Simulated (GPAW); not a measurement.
# Magnetic state of linear Cr chain, spacing 2.497 A from several starts

Wanted: the moments of linear Cr chain, spacing 2.497 A and the energy of each order that was tried.

Method: LDA; plane waves with GPAW's PAW setups, scalar-relativistic, in GPAW 26.7.0.

### Step 1. Set-up

The cell holds 1 atom: 1 Cr. Cell: a = 12.000 Å, b = 12.000 Å, c = 2.497 Å, α = 90.0°, β = 90.0°, γ = 90.0°. model lattice. Vacuum lies along a and b. The structure's axis is c.

As a file:

```
Cr
1.0
    12.00000    0.00000    0.00000
     0.00000   12.00000    0.00000
     0.00000    0.00000    2.49700
Cr
1
Direct
  0.50000 0.50000 0.00000
```

The settings of this session are not all sound (see the inputs), so it shows what such settings give, not the properties of the crystal.

### Step 2. Start 1: ferro +

Parallel moments need no larger cell; this start tests for a ferromagnetic state only.

Input file order1.py:

```python
import json
import numpy as np
from ase import Atoms
from ase.parallel import paropen, parprint
from gpaw import GPAW

atoms = Atoms(['Cr'],
    cell=[[12.0, 0.0, 0.0],
         [0.0, 12.0, 0.0],
         [0.0, 0.0, 2.497]],
    scaled_positions=[[0.5, 0.5, 0.0]],
    pbc=True,
    magmoms=[2.5])
atoms.calc = GPAW(mode={'name': 'pw', 'ecut': 550},
    xc='LDA',
    kpts={'size': (1, 1, 6), 'gamma': True},
    occupations={'name': 'fermi-dirac', 'width': 0.05},
    convergence={'density': 1e-05, 'energy': 1e-05},
    maxiter=200,
    txt='order1.txt')
e = atoms.get_potential_energy(force_consistent=True)
res = {'free_energy': e, 'energy_sigma0': atoms.get_potential_energy(), 'fermi_energy': atoms.calc.get_fermi_level()}
res['moments'] = atoms.get_magnetic_moments().tolist()
res['total'] = atoms.get_magnetic_moment()
parprint('site moments (muB):', np.round(res['moments'], 3))
parprint(f"total moment: {res['total']:.3f} muB")
parprint(f'free energy: {e:.6f} eV')
atoms.calc.write('order1.gpw')
with paropen('results.json', 'w') as f:
    json.dump(res, f)
```

Run with:

```sh
$ OMP_NUM_THREADS=1 python3 order1.py > order1.log
```

Numbers of over 12 decimals in the logs are rounded to 6 here.

The program printed:

```text
site moments (muB): [3.842]
total moment: 5.000 muB
free energy: -5.987323 eV

--- order1.txt ---
Input parameters:
  mode=PW(ecut=550),
  convergence={'density': 1e-05, 'energy': 1e-05},
  kpts=MonkhorstPack(size=(1, 1, 6), gamma=True),
  maxiter=200,
  occupations=Occupations(name='fermi-dirac', width=0.05),
  xc=XC(name='LDA')

Diagonalizing LCAO Hamiltonian
Converting LCAO to pw mode
        .----------------------------.
       /|                            |
      / |                            |
     /  .----------------------------.
    /  /                            /
   /  /                            /
  /  /                            /
 *  /              Cr            /
 | /                            /
 |/                            /
 *----------------------------*

Atoms  # Å, Bohr magnetons
|   | symbol |        x |        y |        z |    initial magnetic moments |
|---|--------|----------|----------|----------|-----------------------------|
| 0 |     Cr | 6.000000 | 6.000000 | 0.000000 | ( 0.0000,  0.0000,  2.5000) |

Unit cell  # Å
| periodic |         x |         y |        z |   lengths |    angles |
|----------|-----------|-----------|----------|-----------|-----------|
|      yes | 12.000000 |  0.000000 | 0.000000 | 12.000000 | 90.000000 |
|      yes |  0.000000 | 12.000000 | 0.000000 | 12.000000 | 90.000000 |
|      yes |  0.000000 |  0.000000 | 2.497000 |  2.497000 | 90.000000 |

Number of symmetries: 16

BZ-sampling:
  Number of BZ points: 6
  Number of IBZ points: 4

  Monkhorst-Pack size: [1, 1, 6]
  Monkhorst-Pack shift: [0.0, 0.0, 0.083333]

K-points  # in reciprocal-cell coordinates
|   |                                coordinates |     weight |
|---|--------------------------------------------|------------|
| 0 | (  0.00000000,   0.00000000,   0.00000000) | 0.16666667 |
| 1 | (  0.00000000,   0.00000000,   0.16666667) | 0.33333333 |
| 2 | (  0.00000000,   0.00000000,   0.33333333) | 0.33333333 |
| 3 | (  0.00000000,   0.00000000,   0.50000000) | 0.16666667 |

Plane wave coefficients: 10549
Cutoff: 550.0 eV

Spin-components: 2 (collinear spins)
Bands:           9
Projectors:      6
Spin-degeneracy: 1
Datatype:        complex128

Parallelization:
  kpt:    1
  domain: 1
  band:   1

Density:
  Valence electrons: 6.0
  Components: 2
  Grid points: [70 70 14]
  Charge: 0.0  # |e|

Potential:
  Grid points: [70 70 14]

species:
  Cr:
    name:    Chromium
    Z:       24.0
    valence: 6
    core:    18
    charge:  0.0  # [|e|]
    compensation charges:
      type: gauss
      rc: 0.35  # [Å]
      lmax: 2
    cutoffs:
      filter: 2.14  # [Å]
      core: 3.04  # [Å]
    projectors
    | kind |    occ | energy [eV] | rcut [Å] |
    |------|--------|-------------|----------|
    |   4s |  1.000 |      -4.191 |    1.164 |
    |   4p |  0.000 |      -1.079 |    1.217 |
    |   3d |  5.000 |      -3.128 |    1.111 |
    |    s |        |      23.021 |    1.164 |
    |    p |        |      26.132 |    1.217 |
    |    d |        |      24.083 |    1.111 |

    Using partial waves for Cr as LCAO basis

Reference energy: -28526.683362  # eV

eigensolver:
  PPCG
  Converge bands: occupied
  niter=2

density mixing:
  MSR1-Mixer
  Pratt-step length: 0.05
  Maximum mixing coefficient: 0.75
  Old densities: 10
  SVD Regularization: 0.005
  Good broyden scale: 1.0
  Trust region scale: 1.0
  Backstep threshold: 4.0
  History deletion threshold: 6.0
  Fourier metric: weight=20.0, sigma=0.015

occupation numbers:
  Fermi-Dirac:
    width: 0.0500  # eV

poisson solver:
  ecut: 4400.0  # eV

xc functional:
  name: None

convergence criteria:
- Maximum integral of absolute [dens]ity change: 1e-05 electrons / valence electron
- Maximum [total energy] change in last 3 cyles: 1e-05 eV / valence electron
- Maximum integral of absolute [eigenst]ate change: 4e-08 eV^2 / valence electron
maximum number of iterations: 200

SCF iterations
|iter     |      energy | eigst |  dens |  magmom |
|---------|-------------|-------|-------|---------|
|iter:   1|       0s |   -6.894344 | +0.72 |       |  +2.4965|
|iter:   2|       1s |   -6.256888 | -0.93 | -0.20 |  +2.5456|
|iter:   3|       2s |   -5.784797 | -0.24 | -0.27 |  +3.8727|
|iter:   4|       3s |   -5.991105 | -0.87 | -0.61 |  +5.1019|
|iter:   5|       4s |   -5.979626 | -1.51 | -1.16 |  +4.8819|
|iter:   6|       5s |   -5.983200 | -2.08 | -1.56 |  +4.9710|
|iter:   7|       6s |   -5.983807 | -3.07 | -1.92 |  +5.0116|
|iter:   8|       7s |   -5.984011 | -3.48 | -2.45 |  +5.0000|
|iter:   9|       7s |   -5.984059 | -3.57 | -2.95 |  +5.0025|
|iter:  10|       8s |   -5.984106 | -3.87 | -3.18 |  +5.0006|
[... 11 iterations left out ...]
|iter:  22|      19s |   -5.984152c| -6.33 | -4.56 |  +5.0000|
|iter:  23|      19s |   -5.984152c| -6.50 | -4.39 |  +5.0000|
|iter:  24|      20s |   -5.984152c| -6.86 | -4.50 |  +5.0000|
|iter:  25|      21s |   -5.984152c| -6.86 | -4.35 |  +5.0000|
|iter:  26|      21s |   -5.984153c| -7.18 | -4.40 |  +5.0000|
|iter:  27|      22s |   -5.984152c| -7.38 | -4.59 |  +5.0000|
|iter:  28|      23s |   -5.984153c| -7.69c| -4.47 |  +5.0000|
|iter:  29|      23s |   -5.984152c| -8.00c| -4.74 |  +5.0000|
|iter:  30|      24s |   -5.984153c| -8.09c| -4.67 |  +5.0000|
|iter:  31|      24s |   -5.984153c| -8.31c| -5.16c|  +5.0000|

Converged in 31 steps
Energy contributions relative to reference atoms: (reference = -28526.683362)

Energy contributions:
  Kinetic:           6.122400
  Coulomb:          -6.779951
  Zero:              0.008135
  External:          0.000000
  Xc:               -5.331565
  Entropy:          -0.006342
  Spinorbit:         0.000000
  ----------------------------
  Free energy:      -5.987323
  Extrapolated:     -5.984153

dipole moment: (0.000066, 0.000066, -5.977480)  # |e|*Ang

Total magnetic moment: (0.000000, 0.000000, 5.000001)

Local magnetic moments
|        x |        y |        z |
|----------|----------|----------|
| 0.000000 | 0.000000 | 3.841838 |  # Cr   0

Fermi level: -3.654
Eigenvalues  # (at kpt = [0.000, 0.000, 0.000])
| band index |      eig [eV] | occ [0-1] |      eig [eV] | occ [0-1] |
|------------|---------------|-----------|---------------|-----------|
|          0 |        -7.617 |     1.000 |        -5.304 |     1.000 |
|          1 |        -5.475 |     1.000 |        -2.806 |     0.000 |
|          2 |        -4.920 |     1.000 |        -1.631 |     0.000 |
|          3 |        -4.920 |     1.000 |        -1.629 |     0.000 |
|          4 |        -3.501 |     0.044 |        -1.349 |     0.000 |
|          5 |        -3.501 |     0.044 |        -1.349 |     0.000 |
|          6 |        -2.461 |     0.000 |         0.079 |     0.000 |
|          7 |        -2.461 |     0.000 |         0.079 |     0.000 |
|          8 |         0.176 |     0.000 |         0.352 |     0.000 |

No gap
No difference between direct/indirect transitions
```

Run time: 27 s. Hardware: 1 MPI rank of Arm Neoverse V2, shared host; peak memory 0.3 GiB.

Numbers from this step:

```
magnetization  : 5.000 μB
final state    : ferromagnetic
largest moment : 3.842 μB
```

After 31 cycles the largest moment stands at 3.84 μB.

### Step 3. Start 2: antiferro q=(0,0,1/2) +-

Reversing part of the moments tests the sign of the couplings between them.

The cell is doubled to 2 atoms to hold this order. Its mesh is chosen so that both cells sample the same points.

order2.py is the script of step 2 with these lines changed:

```diff
@@ -6,12 +6,13 @@
 
-atoms = Atoms(['Cr'],
+atoms = Atoms(['Cr', 'Cr'],
     cell=[[12.0, 0.0, 0.0],
          [0.0, 12.0, 0.0],
-         [0.0, 0.0, 2.497]],
-    scaled_positions=[[0.5, 0.5, 0.0]],
+         [0.0, 0.0, 4.994]],
+    scaled_positions=[[0.5, 0.5, 0.0],
+         [0.5, 0.5, 0.5]],
     pbc=True,
-    magmoms=[2.5])
+    magmoms=[2.5, -2.5])
 atoms.calc = GPAW(mode={'name': 'pw', 'ecut': 550},
     xc='LDA',
-    kpts={'size': (1, 1, 6), 'gamma': True},
+    kpts={'size': (1, 1, 3), 'gamma': True},
     occupations={'name': 'fermi-dirac', 'width': 0.05},
@@ -19,3 +20,3 @@
     maxiter=200,
-    txt='order1.txt')
+    txt='order2.txt')
 e = atoms.get_potential_energy(force_consistent=True)
@@ -27,3 +28,3 @@
 parprint(f'free energy: {e:.6f} eV')
-atoms.calc.write('order1.gpw')
+atoms.calc.write('order2.gpw')
 with paropen('results.json', 'w') as f:
```

Run with:

```sh
$ OMP_NUM_THREADS=1 python3 order2.py > order2.log
```

The program printed:

```text
site moments (muB): [ 3.68 -3.68]
total moment: 0.000 muB
free energy: -12.862437 eV

--- order2.txt ---
Input parameters:
  mode=PW(ecut=550),
  convergence={'density': 1e-05, 'energy': 1e-05},
  kpts=MonkhorstPack(size=(1, 1, 3), gamma=True),
  maxiter=200,
  occupations=Occupations(name='fermi-dirac', width=0.05),
  xc=XC(name='LDA')

Diagonalizing LCAO Hamiltonian
Converting LCAO to pw mode
        .----------------------------.
       /|                            |
      / |                            |
     /  |                            |
    /   |                            |
   /    |                            |
  /     .----------------------------.
 *     /           Cr               /
 |    /                            /
 |   /                            /
 |  /              Cr            /
 | /                            /
 |/                            /
 *----------------------------*

Atoms  # Å, Bohr magnetons
|   | symbol |        x |        y |        z |    initial magnetic moments |
|---|--------|----------|----------|----------|-----------------------------|
| 0 |     Cr | 6.000000 | 6.000000 | 0.000000 | ( 0.0000,  0.0000,  2.5000) |
| 1 |     Cr | 6.000000 | 6.000000 | 2.497000 | ( 0.0000,  0.0000, -2.5000) |

Unit cell  # Å
| periodic |         x |         y |        z |   lengths |    angles |
|----------|-----------|-----------|----------|-----------|-----------|
|      yes | 12.000000 |  0.000000 | 0.000000 | 12.000000 | 90.000000 |
|      yes |  0.000000 | 12.000000 | 0.000000 | 12.000000 | 90.000000 |
|      yes |  0.000000 |  0.000000 | 4.994000 |  4.994000 | 90.000000 |

Number of symmetries: 16

BZ-sampling:
  Number of BZ points: 3
  Number of IBZ points: 2

  Monkhorst-Pack size: [1, 1, 3]
  Monkhorst-Pack shift: [0, 0, 0]

Plane wave coefficients: 21087
Cutoff: 550.0 eV

Spin-components: 2 (collinear spins)
Bands:           12
Projectors:      12
Spin-degeneracy: 1
Datatype:        complex128

Parallelization:
  kpt:    1
  domain: 1
  band:   1

Density:
  Valence electrons: 12.0
  Components: 2
  Grid points: [70 70 28]
  Charge: 0.0  # |e|

Potential:
  Grid points: [70 70 28]

[... setups left out ...]
Reference energy: -57053.366723  # eV

eigensolver:
  PPCG
  Converge bands: occupied
  niter=2

density mixing:
  MSR1-Mixer
  Pratt-step length: 0.05
  Maximum mixing coefficient: 0.75
  Old densities: 10
  SVD Regularization: 0.005
  Good broyden scale: 1.0
  Trust region scale: 1.0
  Backstep threshold: 4.0
  History deletion threshold: 6.0
  Fourier metric: weight=20.0, sigma=0.015

occupation numbers:
  Fermi-Dirac:
    width: 0.0500  # eV

poisson solver:
  ecut: 4400.0  # eV

xc functional:
  name: None

convergence criteria:
- Maximum integral of absolute [dens]ity change: 1e-05 electrons / valence electron
- Maximum [total energy] change in last 3 cyles: 1e-05 eV / valence electron
- Maximum integral of absolute [eigenst]ate change: 4e-08 eV^2 / valence electron
maximum number of iterations: 200

SCF iterations
|iter     |      energy | eigst |  dens |  magmom |
|---------|-------------|-------|-------|---------|
|iter:   1|       0s |  -14.131139 | +0.75 |       |  +0.0000|
|iter:   2|       2s |  -13.267899 | -0.92 | -0.20 |  -0.0000|
|iter:   3|       4s |  -12.919710 | -0.21 | -0.25 |  -0.0000|
|iter:   4|       5s |  -12.855740 | -0.43 | -0.58 |  -0.0000|
|iter:   5|       7s |  -12.859377 | -1.53 | -1.32 |  -0.0000|
|iter:   6|       8s |  -12.860225 | -1.73 | -1.51 |  +0.0000|
|iter:   7|      10s |  -12.861377 | -2.41 | -2.06 |  +0.0000|
|iter:   8|      11s |  -12.861839 | -2.86 | -2.69 |  +0.0000|
|iter:   9|      13s |  -12.862056 | -3.16 | -2.99 |  +0.0000|
|iter:  10|      14s |  -12.862185 | -3.27 | -3.29 |  +0.0000|
[... 11 iterations left out ...]
|iter:  22|      34s |  -12.862431c| -5.48 | -4.16 |  +0.0000|
|iter:  23|      35s |  -12.862432c| -5.67 | -4.04 |  -0.0000|
|iter:  24|      37s |  -12.862432c| -5.79 | -3.90 |  -0.0000|
|iter:  25|      38s |  -12.862432c| -6.00 | -3.89 |  -0.0000|
|iter:  26|      40s |  -12.862432c| -6.31 | -3.87 |  -0.0000|
|iter:  27|      42s |  -12.862432c| -6.49 | -4.05 |  -0.0000|
|iter:  28|      43s |  -12.862432c| -6.79 | -4.01 |  -0.0000|
|iter:  29|      45s |  -12.862432c| -7.13 | -4.44 |  +0.0000|
|iter:  30|      46s |  -12.862432c| -7.28 | -5.41c|  -0.0000|
|iter:  31|      47s |  -12.862432c| -7.46c| -5.40c|  +0.0000|

Converged in 31 steps
Energy contributions relative to reference atoms: (reference = -57053.366723)

Energy contributions:
  Kinetic:           9.250077
  Coulomb:         -10.413837
  Zero:             -0.000894
  External:          0.000000
  Xc:              -11.697772
  Entropy:          -0.000011
  Spinorbit:         0.000000
  ----------------------------
  Free energy:     -12.862437
  Extrapolated:    -12.862432

dipole moment: (0.000133, 0.000133, -11.838135)  # |e|*Ang

Total magnetic moment: (0.000000, 0.000000, 0.000000)

Local magnetic moments
|        x |        y |         z |
|----------|----------|-----------|
| 0.000000 | 0.000000 |  3.680380 |  # Cr   0
| 0.000000 | 0.000000 | -3.680379 |  # Cr   1

Fermi level: -3.300
Eigenvalues  # (at kpt = [0.000, 0.000, 0.000])
| band index |      eig [eV] | occ [0-1] |      eig [eV] | occ [0-1] |
|------------|---------------|-----------|---------------|-----------|
|          0 |        -6.238 |     1.000 |        -6.238 |     1.000 |
|          1 |        -4.519 |     1.000 |        -4.519 |     1.000 |
|          2 |        -4.519 |     1.000 |        -4.519 |     1.000 |
|          3 |        -4.382 |     1.000 |        -4.382 |     1.000 |
|          4 |        -3.978 |     1.000 |        -3.978 |     1.000 |
|          5 |        -3.978 |     1.000 |        -3.978 |     1.000 |
|          6 |        -1.879 |     0.000 |        -1.879 |     0.000 |
|          7 |        -1.085 |     0.000 |        -1.085 |     0.000 |
|          8 |        -0.695 |     0.000 |        -0.695 |     0.000 |
|          9 |        -0.690 |     0.000 |        -0.690 |     0.000 |
|         10 |        -0.372 |     0.000 |        -0.372 |     0.000 |
|         11 |        -0.372 |     0.000 |        -0.372 |     0.000 |

Gap: 1.247 eV
Transition (v -> c):
  (s=0, k=1, n=5, [0.00, 0.00, 0.33]) -> (s=1, k=1, n=6, [0.00, 0.00, 0.33])
No difference between direct/indirect transitions
```

The job ended after 50 s (1 MPI rank; peak memory 0.47 GiB).

Numbers from this step:

| Quantity | Value |
| --- | --- |
| magnetization | 0 μB |
| final state | antiferromagnetic |
| largest moment | 3.680 μB |

It lies 444 meV a seeded atom under the first start, and its largest moment is 3.68 μB against 3.84 μB.

### Step 4. Run 3 (no spin polarisation)

This run holds no moments, which gives a state to set the others against.

Input file nospin.py:

```python
import json
import numpy as np
from ase import Atoms
from ase.parallel import paropen, parprint
from gpaw import GPAW

atoms = Atoms(['Cr'],
    cell=[[12.0, 0.0, 0.0],
         [0.0, 12.0, 0.0],
         [0.0, 0.0, 2.497]],
    scaled_positions=[[0.5, 0.5, 0.0]],
    pbc=True)
atoms.calc = GPAW(mode={'name': 'pw', 'ecut': 550},
    xc='LDA',
    kpts={'size': (1, 1, 6), 'gamma': True},
    occupations={'name': 'fermi-dirac', 'width': 0.05},
    convergence={'density': 1e-05, 'energy': 1e-05},
    maxiter=200,
    txt='nospin.txt')
e = atoms.get_potential_energy(force_consistent=True)
res = {'free_energy': e, 'energy_sigma0': atoms.get_potential_energy(), 'fermi_energy': atoms.calc.get_fermi_level()}
parprint(f'free energy: {e:.6f} eV')
atoms.calc.write('nospin.gpw')
with paropen('results.json', 'w') as f:
    json.dump(res, f)
```

Run with:

```sh
$ OMP_NUM_THREADS=1 python3 nospin.py > nospin.log
```

The program printed:

```text
free energy: -4.464020 eV

--- nospin.txt ---
Input parameters:
  mode=PW(ecut=550),
  convergence={'density': 1e-05, 'energy': 1e-05},
  kpts=MonkhorstPack(size=(1, 1, 6), gamma=True),
  maxiter=200,
  occupations=Occupations(name='fermi-dirac', width=0.05),
  xc=XC(name='LDA')

Diagonalizing LCAO Hamiltonian
Converting LCAO to pw mode
        .----------------------------.
       /|                            |
[...]
| band index |      eig [eV] | occ [0-2] |
|------------|---------------|-----------|
|          0 |        -6.787 |     2.000 |
|          1 |        -4.666 |     2.000 |
|          2 |        -4.002 |     1.995 |
|          3 |        -4.002 |     1.995 |
|          4 |        -2.437 |     0.000 |
|          5 |        -2.437 |     0.000 |
|          6 |        -2.100 |     0.000 |
|          7 |        -2.100 |     0.000 |

No gap
No difference between direct/indirect transitions


[key lines of the parts left out:]
Free energy:      -4.464020
Converged in 31 steps
dipole moment: (0.000066, 0.000066, -6.012201)  # |e|*Ang
Fermi level: -3.699
```

It took 14 s on 1 MPI rank; peak memory 0.22 GiB.

Numbers from this step:

| Quantity | Value |
| --- | --- |
| final state | non-magnetic (no spin polarisation) |

It lies 1523 meV a seeded atom over the first start.

[end of part 1 of 2]

[Logs and program files are shortened in this print: banners, set-up blocks, solver, clock and traceback lines can be left out without a mark of their own.]

[Logs are printed without paths, hosts, clocks, repeated set-up lines and the standing remarks that a program may print on its own settings, such as how far it seeks lower states.]

[Hosts, paths, dates, database ids (printed as entryN), source tags and the programs' standing remarks are cut or masked in the printed files.]

[Where a cell is said to come from a database of computed structures, the database is the Materials Project.]
